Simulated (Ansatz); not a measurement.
## Relaxing PtSe2

All numbers below come from DFT PBE, scalar-relativistic, plane waves, PAW in Ansatz. Cutoff 420 eV, Γ-centred k mesh, Gaussian smearing, no spin polarisation in the final step.

The start puts PtSe2 on the sites of a reported Cr2B cell (I4/mcm, No. 140), with Pt in place of B, Se in place of Cr, at a guessed volume.

```
CELL_PARAMETERS angstrom
-3.48060 3.48060 2.89726
3.48060 -3.48060 2.89726
3.48060 3.48060 -2.89726
ATOMIC_POSITIONS crystal
Pt 0.25000 0.25000 0.00000
Pt 0.75000 0.75000 0.00000
Se 0.66700 0.16700 0.83400
Se 0.16700 0.33300 0.50000
Se 0.33300 0.83300 0.16600
Se 0.83300 0.66700 0.50000
```

Cell and atoms relax at zero pressure; the relaxation can't lower the symmetry of the start. After a coarse first stage the cell is made exact in the group found at 0.06 Å.

The zero of energy is the elements' standard structures at the same level; no fitted shifts are applied.

Task: Describe the relaxed structure.

Result: It keeps I4/mcm (No. 140), but not the shape of the type it started on. Conventional cell: a = 5.888 Å, c = 6.764 Å. Pt has 8 Se at 2.75 Å and 2 Pt at 3.38 Å; around Se lie 4 Pt at 2.75 Å and 5 Se at 2.97–3.06 Å.

Space group I4/mcm (No. 140). a = 5.888 Å, b = 5.888 Å, c = 6.764 Å, α = 90.00°, β = 90.00°, γ = 90.00°
```csv
atom,site,symmetry,x,y,z
Pt,4a,422,0.0000,0.0000,0.2500
Se,8h,m.2m,0.1785,0.6785,0.0000
```

Task: What are its volume, energy, density and gap?

Result: The volume per atom is 19.54 Å³, the density is 10.00 g/cm³ and the energy over the elements is 0.24 eV/atom. The gap on the 8×8×8 mesh is 0 eV (a metal).

The final run used a 8×8×8 mesh on its 6-atom cell and 0.10 eV smearing. For metals, differences of a few meV/atom aren't resolved. Spin–orbit coupling is left out. Symmetry constrained the relaxation, so the result can be a saddle point.

This form isn't the usual stable structure of the compound.